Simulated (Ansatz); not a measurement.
The system is Se.

```
Se
1.0
     1.39427   -4.03900    0.00000
     1.39427    4.03900    0.00000
     0.00000    0.00000    4.61343
Se
2
Direct
  0.06434 0.93566 0.25000
  0.93566 0.06434 0.75000
```

This isn't the form of Se at room conditions, which is trigonal, of chains.

```yaml
Program: Ansatz 0.2.0
Task: single point
Functional: PBE
Potentials_or_basis: Ansatz PAW
Cutoff: "420 eV (not typed: the program's choice for these potentials)"
k_mesh: 10 × 10 × 6
Occupations: fermi-dirac, width 0.05 eV
Spin: no spin polarisation
```

On this cell: pressure 1.5 GPa; largest force 0.037 eV/Å; band gap on the k mesh none (metal or under the smearing width).

The same run follows on a disturbed copy (atoms moved at random, drawn with an rms of 0.05 Å):

```xyz
2
Lattice="1.3943 -4.0390 0.0000 1.3943 4.0390 0.0000 0.0000 0.0000 4.6134" Properties=species:S:1:pos:R:3 pbc="T T T"
Se    1.3782    3.5212    1.1520
Se    1.3689   -3.4961    3.3758
```

Task: What does the disturbed cell give?

Result: The energy (extrapolated to zero smearing) moves by +4.3 meV/atom; pressure 1.5 GPa; largest force 0.180 eV/Å; band gap on the k mesh none (metal or under the smearing width).

Forces in eV/Å, atoms in the order of the input:
```
Se  -0.014  0.086 -0.157
Se   0.014 -0.086  0.157
```

Stress tensor (GPa, compression positive):
```
0.21 0.04 0.02
0.04 0.76 0.39
0.02 0.39 3.51
```
